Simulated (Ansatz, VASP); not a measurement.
**Two plane-wave programs on SrO**

The input INCAR:

```
  PREC = Accurate
  ENCUT = 520
  EDIFF = 1E-6
  ISMEAR = 0
  SIGMA = 0.01
  LREAL = False
  LASPH = True
  NELM = 150
  ALGO = Normal
  ISIF = 2
  LWAVE = False
  LCHARG = True
  MAGMOM = 0 0 0 0 0 0 0 0 0 0 0 0
  LORBIT = 11
  LSORBIT = True
  GGA_COMPAT = False
  LORBMOM = True
  GGA = CA
  LVHAR = True
  NBANDS = 46
```

File KPOINTS:

```
Automatic mesh
0
Gamma
  5 5 4
```

Contents of POSCAR:

```
SrO
1.0
    4.2754662700      0.0000000000      0.0000000000
   -2.1377331300      3.7026624000      0.0000000000
    0.0000000000      0.0000000000      5.1555949900
Sr O
2 2
Direct
    0.3333333333      0.6666666667      0.9381277000
    0.6666666667      0.3333333333      0.4381277000
    0.3333333333      0.6666666667      0.4368723000
    0.6666666667      0.3333333333      0.9368723000
```

Input for Ansatz:

```yaml
crystal:
  lattice:
    - [4.27546627, 0.0, 0.0]
    - [-2.13773313, 3.7026624, 0.0]
    - [0.0, 0.0, 5.15559499]
  atoms:
    - { symbol: Sr, position: [0.3333333333333333, 0.6666666666666666, 0.9381277] }
    - { symbol: Sr, position: [0.6666666666666666, 0.3333333333333333, 0.4381277] }
    - { symbol: O, position: [0.3333333333333333, 0.6666666666666666, 0.4368723] }
    - { symbol: O, position: [0.6666666666666666, 0.3333333333333333, 0.9368723] }
kpoints:
  mp_grid:
    grid: [5, 5, 4]
hamiltonian:
  xc: lda
magnetization:
  noncollinear: true
  spin_orbit: true
scf:
  occupations:
    method: fixed
output:
  eigenvalues: true
```

Measurements of this composition are mostly on another form, of space group No. 225.

Alike in both runs: task single point; functional LDA; k mesh 5 × 5 × 4; non-collinear spin, spin-orbit coupling.

|  | VASP | Ansatz |
| --- | --- | --- |
| version | VASP 6.6.1 | Ansatz 0.2.0 |
| potentials or method | VASP PAW LDA potentials, release 64 (Sr_sv, O) | plane waves, PAW |
| plane-wave cutoff (eV) | 520 | 420 |
| occupations | gaussian, width 0.01 eV | fixed |
| valence electrons in the cell | 32 | 32 |

Ansatz gave:

- gap on the k mesh at the Fermi level (eV): 2.46
- net moment per atom (μB): 0.00

Problem. Which values does VASP return?

Solution. gap on the k mesh at the Fermi level (eV): 2.45; net moment per atom (μB): 0.00.
